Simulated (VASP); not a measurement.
PbS:

```
CELL_PARAMETERS angstrom
0.00000 2.98809 2.98809
2.98809 0.00000 2.98809
2.98809 2.98809 0.00000
ATOMIC_POSITIONS crystal
Pb 0.50000 0.50000 0.50000
S 0.00000 0.00000 0.00000
```

The cell is a database's computed one.

```yaml
Program: VASP 6.6.1
Task: relaxation of cell and atoms
Functional: PBEsol
Potentials_or_basis: VASP PAW PBE potentials, release 64 (Pb, S)
Cutoff: 580 eV
k_mesh: 10 × 10 × 10
Occupations: gaussian, width 0.02 eV
Spin: no spin polarisation
```

At the start: pressure -2.3 GPa; volume 26.68 Å³/atom.

Q: How do energy, volume and symmetry change on relaxing?

A: Over 3 steps the energy falls by 7.9 meV/atom and the volume is 25.62 Å³/atom (-4.0 %); space group Fm-3m (No. 225, to 0.05 Å).

Step by step:
| step | energy change (eV) | largest force (eV/Å) | pressure (GPa) | volume (Å³) |
| --- | --- | --- | --- | --- |
| 1 | 0.0000 | 0.0000 | -2.30 | 53.36 |
| 2 | -0.0134 | 0.0000 | 1.01 | 50.45 |
| 3 | -0.0159 | 0.0000 | 0.00 | 51.24 |

Final structure:
```yaml
crystal:
  lattice:
    - [0.00000, 2.94796, 2.94796]
    - [2.94796, 0.00000, 2.94796]
    - [2.94796, 2.94796, 0.00000]
  atoms:
    - { symbol: Pb, position: [0.50000, 0.50000, 0.50000] }
    - { symbol: S, position: [0.00000, 0.00000, 0.00000] }
```

Caveat: the PAW data sets were made with another functional, which shifts forces and pressure a little.
